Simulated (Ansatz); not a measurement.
Runs of Ansatz 0.2.0 on Re. It takes space group Fm-3m (No. 225, cubic). Conventional cell: a = 3.950 Å, b = 3.950 Å, c = 3.950 Å, α = 90.00°, β = 90.00°, γ = 90.00°. Re (site symmetry m-3m) has 12 Re at 2.79 Å as nearest neighbours. This isn't the form of Re at room conditions, which is hcp.

```csv
level,gap on the mesh (eV),pressure (GPa),relaxed volume (Å³/atom)
PBE,none,0.0,(a)
BLYP,none,0.0,15.59
PBEsol,none,0.0,14.61
RPBE,none,0.0,15.16
LDA,none,0.0,(b)
```

Alike in all rows: task relaxation of cell and atoms; potentials or basis Ansatz PAW; no spin polarisation; cell relaxed; k mesh 12 × 12 × 12; cutoff (eV) 420; smearing fermi-dirac 0.05 eV.

Fill in the values left out.

(a) 15.01; (b) 14.39.

Caveats: the plane-wave basis is chosen anew once the cell has moved, so the energies of steps on either side of that aren't comparable; the PAW data sets come from PBE, with cores solved anew for the run's functional, which leaves a small shift of forces and pressure (some runs).

A k mesh can miss the band edges, and the runs leave out spin-orbit coupling on Re.

A gap of «none» marks a metal or a gap under the smearing width.
